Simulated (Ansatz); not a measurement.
Consider a crystal of HfC in space group P6/mmm (No. 191), with Hf on 1b; C on 1a.

Method: Ansatz, DFT PBE, scalar-relativistic, plane waves, PAW. Cutoff 420 eV, Γ-centred mesh, Gaussian smearing, no spin polarisation.

Energies over the elements count from the elements' standard structures at the same level, with no fitted energy shifts.

Question: Give the relaxed lattice parameters and positions.

Answer:

Space group P6/mmm (No. 191). a = 3.054 Å, b = 3.054 Å, c = 4.420 Å, α = 90.00°, β = 90.00°, γ = 120.00°
```csv
atom,site,symmetry,x,y,z
Hf,1b,6/mmm,0.0000,0.0000,0.5000
C,1a,6/mmm,0.0000,0.0000,0.0000
```

Hf is surrounded by 2 C at 2.21 Å and 6 Hf at 3.05 Å; C is surrounded by 2 Hf at 2.21 Å. Another local minimum with the same sites may exist.

Question: And its energy and gap?

Answer: The energy over the elements is +1.94 eV/atom and the gap on the 24×24×12 mesh of the 2-atom cell is 0 eV (a metal). The separate elements lie lower, so it is unstable against them.

The last run used Gaussian smearing of 0.10 eV. These runs have no spin–orbit coupling, which can matter for Hf. The reference form of C is held partly by dispersion forces, which this level lacks. A structure relaxed within its symmetry needn't be a true minimum. Another cell of HfC relaxed alike, in F-43m, lies 2.22 eV/atom lower, so this cell isn't the stable form at this level.
